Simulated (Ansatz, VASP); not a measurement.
## Cross-check of Ti8I23 between VASP and Ansatz

Wanted: the spread between two codes on one cell, functional and k mesh. The structure shown is the end of the VASP relaxation below.

Program: Ansatz 0.2.0. Level of theory: plane waves, with VASP 6.6.1 beside it; single point at PBEsol. Results are calculated unless marked as measured.

In doubt: too few empty bands were carried, so the values of those runs are not to be relied on.

## Step 1: Starting point

The cell holds 31 atoms: 23 I and 8 Ti. Its edges and angles: a = 13.868 Å, b = 13.868 Å, c = 9.489 Å, α = 107.2°, β = 107.2°, γ = 126.5°. It derives from TiI3. Nearest the centre at fractional (0.716, 0.375, 0.341): Ti31 at 3.15 Å, Ti26 at 3.15 Å, I7 at 3.71 Å, I6 at 3.71 Å, I23 at 3.72 Å, I22 at 3.72 Å, I9 at 3.81 Å, I18 at 3.83 Å.

## Step 2: VASP: relaxation, PBEsol

This run makes the geometry at which the two programs are then compared.

Lines of VASP's logs that name or quote its potential files are left out, and so is its time.

Input file INCAR:

```
SYSTEM = Ti8I23
PREC = Normal
ENCUT = 300
EDIFF = 1E-05
NELM = 120
ISMEAR = 1
SIGMA = 0.2
LREAL = Auto
ALGO = Fast
GGA = PS
LORBIT = 11
LWAVE = False
LCHARG = .TRUE.
KPAR = 4
NCORE = 2
IBRION = 2
NSW = 50
ISIF = 2
EDIFFG = -0.03
POTIM = 0.4
MAXMIX = 40
ISYM = 2
```

Input file POSCAR:

```
Ti8I23
1.0
  -10.7266838788      6.1930538250      6.2378277821
   10.7266838788     -6.1930538250      6.2378277821
    3.5755612930      6.1930538250     -6.2378277821
I Ti
23 8
Direct
    0.2162442900      0.8750000000      0.3412442900
    0.2162442900      0.3750000000      0.8412442900
    0.7162442900      0.8750000000      0.8412442900
    0.4662442900      0.4662442900      0.6824885800
    0.9662442900      0.9662442900      0.6824885800
    0.9662442900      0.4662442900      0.1824885800
    0.4662442900      0.9662442900      0.1824885800
    0.3750000000      0.7162442900      0.3412442900
    0.8750000000      0.2162442900      0.3412442900
    0.8750000000      0.7162442900      0.8412442900
    0.3750000000      0.2162442900      0.8412442900
    0.2837557100      0.1250000000      0.1587557100
    0.7837557100      0.6250000000      0.1587557100
    0.7837557100      0.1250000000      0.6587557100
    0.2837557100      0.6250000000      0.6587557100
    0.5337557100      0.5337557100      0.3175114200
    0.0337557100      0.0337557100      0.3175114200
    0.0337557100      0.5337557100      0.8175114200
    0.5337557100      0.0337557100      0.8175114200
    0.1250000000      0.2837557100      0.1587557100
    0.6250000000      0.7837557100      0.1587557100
    0.6250000000      0.2837557100      0.6587557100
    0.1250000000      0.7837557100      0.6587557100
    0.2500000000      0.2500000000      0.0000000000
    0.7500000000      0.7500000000      0.0000000000
    0.7500000000      0.2500000000      0.5000000000
    0.2500000000      0.7500000000      0.5000000000
    0.0000000000      0.0000000000      0.0000000000
    0.5000000000      0.5000000000      0.0000000000
    0.5000000000      0.0000000000      0.5000000000
    0.0000000000      0.5000000000      0.5000000000
```

Input file KPOINTS:

```
Automatic mesh
0
Gamma
3 3 3
0 0 0
```

Potentials, in the order of the species: I and Ti (PBE family, release 64).

Run with:

```
mpirun -np 8 vasp_std
```

Numbers of over 12 decimals in the logs are rounded to 6 here.

What it wrote:

```text
[banner, memory and clock lines left out]
running    8 mpi-ranks, on    1 nodes
[...]
|                                                                             |
|               ----> ADVICE to this user running VASP <----                  |
|                                                                             |
|     You enforced a specific xc type in the INCAR file but a different       |
|     [... a line on the potential file left out ...]
|     I HOPE YOU KNOW WHAT YOU ARE DOING!                                     |
|                                                                             |

 LDA part: xc-table for (Slater+PW92), standard interpolation
 POSCAR, INCAR and KPOINTS ok, starting setup
[...]
entering main loop
       N       E                     dE             d eps       ncg     rms          rms(c)
DAV:   1     0.118976891528E+04    0.11898E+04   -0.49408E+04  2316   0.885E+02
DAV:   2     0.667619844108E+02   -0.11230E+04   -0.10822E+04  2586   0.221E+02
DAV:   3    -0.133447803894E+03   -0.20021E+03   -0.19632E+03  2992   0.929E+01
DAV:   4    -0.143957999347E+03   -0.10510E+02   -0.10367E+02  2872   0.246E+01
[...]
RMM:  19    -0.129408917544E+03   -0.10090E-03   -0.68910E-04  2991   0.481E-02    0.104E-01
RMM:  20    -0.129408866697E+03    0.50847E-04   -0.90807E-05  2545   0.272E-02    0.371E-02
RMM:  21    -0.129408857002E+03    0.96955E-05   -0.63322E-06  2048   0.152E-02
   1 F= -.12940886E+03 E0= -.12943894E+03  d E =-.129409E+03
[... from here on, the cycles between the ionic steps are left out ...]
   2 F= -.12949723E+03 E0= -.12952828E+03  d E =-.883715E-01
  22 F= -.13001272E+03 E0= -.13003874E+03  d E =-.145583E-02
  23 F= -.13001324E+03 E0= -.13003937E+03  d E =-.198252E-02
  24 F= -.13001333E+03 E0= -.13003946E+03  d E =-.206617E-02
  25 F= -.13001345E+03 E0= -.13003962E+03  d E =-.218543E-02
  26 F= -.13001486E+03 E0= -.13004092E+03  d E =-.141344E-02
  27 F= -.13001797E+03 E0= -.13004246E+03  d E =-.452024E-02
  28 F= -.13001416E+03 E0= -.13003113E+03  d E =-.709888E-03
  29 F= -.13001861E+03 E0= -.13004184E+03  d E =-.515893E-02
  30 F= -.13001861E+03 E0= -.13004051E+03  d E =-.515872E-02
  31 F= -.13002023E+03 E0= -.13004055E+03  d E =-.162656E-02
  32 F= -.13002033E+03 E0= -.13004008E+03  d E =-.172218E-02
[...]
reached required accuracy - stopping structural energy minimisation
```

Parts of OUTCAR (step 2):

```text
  Total       -0.2777929     -0.2816433      1.8971098     -0.3132535     -0.0000000      0.0000000
  in kB       -0.4027720     -0.4083548      2.7506200     -0.4541863     -0.0000000      0.0000000
  external PRESSURE =       0.6464977 kB  Pullay stress =       0.0000000 kB

 POSITION                                       TOTAL-FORCE (eV/Angst)
 -----------------------------------------------------------------------------------
      8.29266     -1.96922      4.67837        -0.002448      0.014295      0.000000
      4.68777      4.24964     -1.55946         0.001975     -0.009025      0.000000
      4.68535      4.25206      4.67837         0.006406      0.005250      0.000000
      2.42866      4.19557      1.56149        -0.010113     -0.003379      0.005883
      2.42866      4.19557      7.79525        -0.010113     -0.003379     -0.005883
     -4.60538      4.17911      7.68664        -0.001502      0.019730     -0.017087
      6.12130     -2.01395      7.90793        -0.001502      0.019730      0.017087
      4.91409     -0.16319      4.67837         0.005354     -0.029425     -0.000000
     -5.73499      6.14429      4.67837         0.006878     -0.005898      0.000000
      1.33853      6.19122      4.67837        -0.008547     -0.012924      0.000000
      1.33503      6.18003     -1.55946        -0.007693      0.002652     -0.000000
     -1.15182      1.99840      1.56334         0.000722      0.002073     -0.002556
     -1.15182      1.99840      7.79340         0.000722      0.002073      0.002556
     -4.80175      8.29876      1.36273        -0.002960      0.019044      0.022369
[...]
-----------------------------------------------------------------------------------
    total drift:                                0.009826     -0.033522      0.000063

  FREE ENERGIE OF THE ION-ELECTRON SYSTEM (eV)
  ---------------------------------------------------
  free  energy   TOTEN  =      -130.0203282940 eV

  energy  without entropy=     -130.0795807407  energy(sigma->0) =     -130.04007911

 reached required accuracy - stopping structural energy minimisation

[... 3 further parts left out ...]
[key lines of the parts left out:]
E-fermi :   3.8361
```

This run has no spin polarisation. Its electron count is odd, so without a moment it is a metal by construction. The data set Ti keeps the semicore shell frozen, which is cheaper and a little less accurate. The run keeps the 2 symmetry operations of its start, so it cannot find a distortion of lower symmetry.

## Step 3: Ansatz: single point, PBEsol

Ansatz runs on its default PAW (the set named soft_2) files.

The same cell, functional, mesh and smearing now go to Ansatz, which takes its cutoff from its data sets.

Input file input.yaml:

```yaml
crystal:
  lattice:
    - [-10.72668388, 6.19305382, 6.23782778]
    - [10.72668388, -6.19305382, 6.23782778]
    - [3.57556129, 6.19305382, -6.23782778]
  atoms:
    - { symbol: I, position: [0.21601413, 0.87532266, 0.3413368] }
    - { symbol: I, position: [0.21809701, 0.37431322, 0.84241022] }
    - { symbol: I, position: [0.71829282, 0.87424157, 0.84253439] }
    - { symbol: I, position: [0.46389459, 0.46433841, 0.67790751] }
    - { symbol: I, position: [0.9635691, 0.96401292, 0.67790751] }
    - { symbol: I, position: [0.953534, 0.46282852, 0.18409981] }
    - { symbol: I, position: [0.47127129, 0.98056581, 0.18409981] }
    - { symbol: I, position: [0.3618244, 0.71200123, 0.32382563] }
    - { symbol: I, position: [0.87106299, 0.2220465, 0.34310949] }
    - { symbol: I, position: [0.87485223, 0.7185152, 0.84336744] }
    - { symbol: I, position: [0.37394868, 0.21781867, 0.84176735] }
    - { symbol: I, position: [0.28665317, 0.1254483, 0.16147907] }
    - { symbol: I, position: [0.78603077, 0.6248259, 0.16147907] }
    - { symbol: I, position: [0.77923648, 0.10849969, 0.66927419] }
    - { symbol: I, position: [0.31077451, 0.64003772, 0.66927419] }
    - { symbol: I, position: [0.53142533, 0.53240826, 0.3138336] }
    - { symbol: I, position: [0.03156817, 0.03215464, 0.31372281] }
    - { symbol: I, position: [0.02508631, 0.52808851, 0.80317482] }
    - { symbol: I, position: [0.52546886, 0.03663226, 0.81210112] }
    - { symbol: I, position: [0.12431787, 0.28599007, 0.16026951] }
    - { symbol: I, position: [0.62427943, 0.78595164, 0.16026951] }
    - { symbol: I, position: [0.62526975, 0.28739242, 0.64587249] }
    - { symbol: I, position: [0.10848007, 0.77060274, 0.64587249] }
    - { symbol: Ti, position: [0.24260161, 0.24236555, 0.00031691] }
    - { symbol: Ti, position: [0.74283859, 0.74233273, 0.00094275] }
    - { symbol: Ti, position: [0.74623981, 0.22677071, 0.52026774] }
    - { symbol: Ti, position: [0.24303568, 0.7443264, 0.49835603] }
    - { symbol: Ti, position: [0.00861003, 0.00810416, 0.00094275] }
    - { symbol: Ti, position: [0.50795137, 0.5077153, 0.00031691] }
    - { symbol: Ti, position: [0.50402963, 0.00532034, 0.49835603] }
    - { symbol: Ti, position: [0.04349703, 0.52402794, 0.52026774] }
hamiltonian:
  xc: pbesol
  pseudopotentials: { kind: paw }
kpoints:
  mp_grid: { grid: [3, 3, 3] }
scf:
  occupations: { method: methfessel_paxton, width: 0.2 }
  n_extra_bands: 11
output:
  forces: true
  eigenvalues: true
```

Run with:

```
ansatz run input.yaml --threads 8 --pin off --max-ram 18432MiB --backend cpu --events-out ev --progress --plain --runs-dir out
```

What it wrote:

```text
scf.n_extra_bands = 11 over 244 filled bands (N_el = 487.0): the run solves 255 bands
Engine: ansatz 0.2.0, aarch64-unknown-linux-gnu
Pseudopotentials: kind: paw
Pseudopotential: I, paw, valence charge 17, recommended cutoff 420 eV (normal), I.paw.azcp
Pseudopotential: Ti, paw, valence charge 12, recommended cutoff 420 eV (normal), Ti.paw.azcp
Functional definition: PBEsol
  exchange = pbesol_x
  correlation = pbesol_c
Crystal: 31 atoms, lattice volume = 1105.026 Å³
Basis set: ecut = 420 eV, 21631 PW (Γ), exchange–correlation on 192×192×128 points (8 copies of the dense FFT grid, shifted against one another)
Bands: 255, of which v1, the nominal top of the filled ones, is band 244 counted from 1 (243 counted from 0)
Symmetry: 2 space group operations
Space group: Cm (ITA 8), of the structure as read, at distance tolerance 1.0e-4 Å
k-points: 10 of 27 (time reversal used)
Non-local potential: I, projectors of the file, l = 0: 2, l = 1: 2, l = 2: 2, l = 3: 2
Non-local potential: Ti, projectors of the file, l = 0: 3, l = 1: 2, l = 2: 3, l = 3: 1
PAW form: soft (Blöchl's): semilocal exchange-correlation on the pseudo side does not see the compensation charge
PAW frozen core: I, regenerated for the run's functional, and the local potential with it (the file was generated under x = pbe(κ = 0.804, μ = 0.219515), c = pbe(β = 0.066725))
PAW frozen core: Ti, regenerated for the run's functional, and the local potential with it (the file was generated under x = pbe(κ = 0.804, μ = 0.219515), c = pbe(β = 0.066725))
PAW one-centre angular grid: I, 590 points (default); XC on 64 Gauss nodes
PAW one-centre angular grid: Ti, 590 points (default); XC on 64 Gauss nodes
Initial density: superposition of atomic densities (neutral atoms: chi_scale 0, normalization atom), corrected by the library's trained network
Initial wavefunctions: pseudopotential atomic-orbital guess
Functional: x = pbesol(κ = 0.804, μ = 0.123457), c = pbesol(β = 0.046)
SCF iter   1: F=—  HF=-190757.789660 eV  |F-HF|=—  |Δ(HF+E_count)|=         —  Δρ=5.52e-3  dr2=1.03e0  ethr=1.77e-3  ⟨swp⟩=4.8  Hψ=9663  notcnv=0
preconditioner: auto → LDOS  [metal: Δε(μ)=0.017 eV  Ē_g=5.984 eV  σ=0.200 eV  W_gap=0.07  n_scr=272 (ndim 8)  ℏωp=15.5 eV  f_vac=0.117  D(μ)=23.79/eV (n_scr^D=132)  β→1.0]
SCF iter   2: F=—  HF=-190757.751633 eV  |F-HF|=—  |Δ(HF+E_count)|=   3.80e-2  S|Δr|=    0.00e0  Δρ=2.29e-3  dr2=1.03e-1  ethr=2.12e-4  ⟨swp⟩=2.0  Hψ=3335  notcnv=0
SCF iter   3: F=—  HF=-190757.742074 eV  |F-HF|=—  |Δ(HF+E_count)|=   9.56e-3  S|Δr|=    0.00e0  Δρ=8.36e-4  dr2=1.49e-2  ethr=2.11e-5  ⟨swp⟩=2.1  Hψ=5054  notcnv=0
SCF iter   4: F=—  HF=-190757.740651 eV  |F-HF|=—  |Δ(HF+E_count)|=   1.42e-3  S|Δr|=    0.00e0  Δρ=2.14e-4  dr2=6.80e-4  ethr=3.07e-6  ⟨swp⟩=2.0  Hψ=4806  notcnv=0
SCF iter   5: F=—  HF=-190757.740627 eV  |F-HF|=—  |Δ(HF+E_count)|=   2.42e-5  S|Δr|=    0.00e0  Δρ=1.10e-4  dr2=3.17e-4  ethr=1.40e-7  ⟨swp⟩=5.1  Hψ=5747  notcnv=0
SCF iter   6: F=—  HF=-190757.740603 eV  |F-HF|=—  |Δ(HF+E_count)|=   2.35e-5  S|Δr|=    0.00e0  Δρ=4.25e-5  dr2=2.60e-5  ethr=6.52e-8  ⟨swp⟩=3.6  Hψ=4823  notcnv=0
SCF iter   7: F=—  HF=-190757.740346 eV  |F-HF|=—  |Δ(HF+E_count)|=   2.57e-4  S|Δr|=    0.00e0  Δρ=1.43e-5  dr2=4.43e-6  ethr=5.35e-9  ⟨swp⟩=4.4  Hψ=5638  notcnv=0
SCF iter   8: F=—  HF=-190757.740346 eV  |F-HF|=—  |Δ(HF+E_count)|=   2.56e-7  S|Δr|=    0.00e0  Δρ=4.35e-6  dr2=2.93e-7  ethr=9.10e-10  ⟨swp⟩=4.0  Hψ=4055  notcnv=0
SCF iter   9: F=-190757.740346 eV  HF=-190757.740346 eV  |F-HF|=5.33e-8  |Δ(HF+E_count)|=   2.56e-8  S|Δr|=    0.00e0  Δρ=1.70e-6  dr2=6.60e-8  ethr=2.05e-11  ⟨swp⟩=4.8  Hψ=8948  notcnv=0
WARN: the bands leave out some 1.500e-2 electrons a cell, over the threshold 1e-3 (by scf.eigensolver.empty_state_threshold): the first level above them, at 7.6585 eV, would hold -1.331e-2 of 2 at k-index 3, k = (0.0000, 0.3333, 0.3333) — raise scf.n_extra_bands (try 293 bands in all)
SCF 1 converged in 9 iterations: F = -190757.740346 eV  dr2 = 6.60e-8
  greatest PAW one-centre occupation: 0.999 electrons in one spin orbital (limit 2), on the I atom at site 14 (counted from 0), in its partial waves of l = 2
SCF converged after 9 iterations
Stability not checked: this state was not tested for a lower state beside it, because cold or Methfessel-Paxton smearing, or corrected tetrahedra, fill the levels in a way that the test cannot read (fill_not_monotonic; see scf.lower_state_search)
Free energy (F): -190757.740346 eV
Harris-Foulkes:  -190757.740346 eV  (|F-HF|=5.33e-8)
Internal energy: -190757.796208 eV  (E = F + TS)
E sigma→0 (E₀):  -190757.754311 eV
Entropy (-TS):   0.055862 eV (1.802 meV/atom)
Fermi energy:    7.247360 eV
--- Per-component energies (eV) ---
  E_band       = -10602.153336
  E_kinetic    = 6531.448669
  E_local      = -60694.917087  (includes V_loc(G=0)·N_el)
  E_nonlocal   = -1962.766830
  E_hartree    = 30199.437045
  E_xc         = -3695.869886
  E_vxc        = -3922.444044  (∫ρ·V_xc dr)
  E_paw        = -117120.595433  (= ΣΔE_a)
  E_vpaw       = -10952.335398  (= ΣTr[D̂ρ^β])
  E_aug_tail   = 0.001076  (compensation charges beyond the density's cutoff)
  E_ewald      = -44025.128103
  E_core_change = 10.594342  (= ΣΔE_core)
  E_smearing   = 0.055862  (= −TS)
  E_closure    = -0.000000  (closes the sum)
  Σ components = -190757.740346   (vs F -190757.740346, Δ=0.00e0)
--- Forces (eV/Å), atoms counted from 1 ---
  atom   1  I      0.00990980    -0.00828694    -0.00000000
  atom   2  I      0.02501207    -0.02948193    -0.00000000
  atom   3  I      0.01799406    -0.00984197    -0.00000000
  atom   4  I     -0.01752711    -0.01753763     0.00188918
  atom   5  I     -0.01752711    -0.01753763    -0.00188918
  atom   6  I     -0.01327389     0.01139173    -0.01698656
  atom   7  I     -0.01327389     0.01139173     0.01698656
  atom   8  I     -0.02733706    -0.03675801    -0.00000000
  atom   9  I     -0.00863189    -0.01207056    -0.00000000
  atom  10  I     -0.03394030     0.00600932     0.00000000
  atom  11  I     -0.03360570     0.00135466     0.00000000
  atom  12  I     -0.01301403     0.02150640    -0.00571388
  atom  13  I     -0.01301403     0.02150640     0.00571388
  atom  14  I     -0.00853577     0.01671964     0.02400626
  atom  15  I     -0.00853577     0.01671964    -0.02400626
  atom  16  I      0.01172200     0.01620923    -0.00000000
  atom  17  I      0.01797086     0.02047103     0.00000000
  atom  18  I      0.02164124     0.00378339    -0.00000000
  atom  19  I      0.04584340    -0.00098629    -0.00000000
  atom  20  I      0.01618613    -0.00059856     0.00006479
  atom  21  I      0.01618613    -0.00059856    -0.00006479
  atom  22  I      0.01781848     0.01760215     0.00884669
  atom  23  I      0.01781848     0.01760215    -0.00884669
  atom  24  Ti     0.00753361    -0.00430366    -0.00726067
  atom  25  Ti     0.00685526     0.00067249    -0.01313658
  atom  26  Ti    -0.01545277    -0.01440188    -0.01217391
  atom  27  Ti    -0.00385723    -0.00625930    -0.04135633
  atom  28  Ti     0.00685526     0.00067249     0.01313658
  atom  29  Ti     0.00753361    -0.00430366     0.00726067
  atom  30  Ti    -0.00385723    -0.00625930     0.04135633
  atom  31  Ti    -0.01545277    -0.01440188     0.01217391
  max |Σ_I F_I| component: 4.39e-5 eV/Å
--- Band table (eV; the first three rows and the last of 10) ---
  k-point 0: bands = [... 240 lower, 6.3958, 7.0685, 7.2132, 7.2198, 7.2726, 7.4010, 7.4167, 7.4380, ... 7 higher]
  k-point 1: bands = [... 240 lower, 6.3908, 7.0340, 7.2547, 7.3299, 7.3389, 7.3586, 7.3870, 7.4223, ... 7 higher]
  k-point 2: bands = [... 240 lower, 6.6087, 6.9886, 7.0531, 7.2642, 7.3032, 7.3386, 7.4524, 7.4799, ... 7 higher]
  k-point 9: bands = [... 240 lower, 6.3934, 7.0248, 7.2441, 7.2946, 7.2985, 7.3065, 7.3761, 7.4172, ... 7 higher]
```

Wall time 2.7 min (8 threads of Arm Neoverse N1, shared host); peak memory 10 GiB.

## Step 4: Comparison

Known differences besides the potentials themselves: the data sets hold 487 valence electrons in Ansatz (default PAW (the set named soft_2) files) and 193 in VASP; the cutoff is 420 eV in Ansatz and 300 eV in VASP (PREC = Normal, projectors in real space); Ansatz makes its cores anew for this functional, VASP keeps those of its PBE data sets; VASP leaves aspherical gradient terms in its spheres out (LASPH is not set), Ansatz keeps them; Ansatz's log warns that its bands leave out some electrons. Total energies have different zeros and are not compared.

At this near-relaxed geometry the largest component of a force difference is 33 meV/Å. VASP's last cycles still show a density residual of 4e-03, so its state may not be settled.

## Step 5: Other set-ups

Further runs change the set-up of one program: Ansatz's method, potentials or start, or VASP's data sets, cutoff or form of LDA. The table gives Ansatz less VASP for each quantity, since a change that brings one quantity closer may part another.

```csv
run,r.m.s. force difference (meV/Å)
as above,13
cores kept as stored,14
```

## Step 6: Outcome

| Property | Result |
| --- | --- |
| r.m.s. force difference (single point, PBEsol) | 13 meV/Å |

**Reading.** The r.m.s. force difference is 13 meV/Å (single point, PBEsol), beyond the 12 meV/Å picked in this series as the mark of a large difference. For single point, PBEsol, no further run moves any of the tabulated differences by more than a quarter of its size. 2 further runs of this series are not shown here. Such differences can come from data sets, numerical settings and the points named under the comparisons, not from the functional's error against experiment.

[Lines on the potential files, build, host, timing and source positions are cut from VASP's logs without a mark.]

[Logs are printed without paths, hosts, clocks, repeated set-up lines and the standing remarks that a program may print on its own settings, such as how far it seeks lower states.]

[Hosts, paths, dates, database ids (printed as entryN), source tags and the programs' standing remarks are cut or masked in the printed files.]

[The remark on too few empty bands rests on warnings of the Ansatz runs; the VASP runs of these pairs gave none.]
